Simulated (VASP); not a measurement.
A run of VASP 6.6.1:

Contents of INCAR:

```
  ALGO = Fast
  EDIFF = 1E-8
  ENCUT = 520
  GGA = PE
  ISIF = 2
  ISMEAR = -1
  ISPIN = 2
  LASPH = T
  LCHARG = F
  LEFG = T
  LMAXMIX = 4
  LORBIT = 11
  LREAL = F
  LWAVE = F
  MAGMOM = 4 4 0 0
  NBANDS = 30
  NELM = 150
  PREC = Accurate
  SIGMA = 0.08
```

Contents of KPOINTS:

```
k-points
0
Gamma
  9 9 6
```

The input POSCAR:

```
MnSb
1.0
    4.1299978706      0.0000000000      0.0000000000
   -2.0649989353      3.5766830735      0.0000000000
    0.0000000000      0.0000000000      5.8000000000
Mn Sb
2 2
Direct
    0.0000000000      0.0000000000      0.0000000000
    0.0000000000      0.0000000000      0.5000000000
    0.3333333333      0.6666666667      0.2500000000
    0.6666666667      0.3333333333      0.7500000000
```

Potentials or basis: VASP PAW PBE potentials, release 64 (Mn_pv, Sb).

The run is started by

```console
$ cat potpaw_PBE.64/Mn_pv/POTCAR potpaw_PBE.64/Sb/POTCAR > POTCAR
$ mpirun -np 1 vasp_std > vasp.out
```

Hardware: 1 thread of Intel(R) Xeon(R) 6975P-C (Granite Rapids), with other jobs on the host.

Q: Estimate the wall time of this run.

A: It took 2.1 min on 1 thread of Intel(R) Xeon(R) 6975P-C (Granite Rapids), with other jobs on the host, peak memory 0.37 GiB. Counts: scf iterations 21, k points 48.
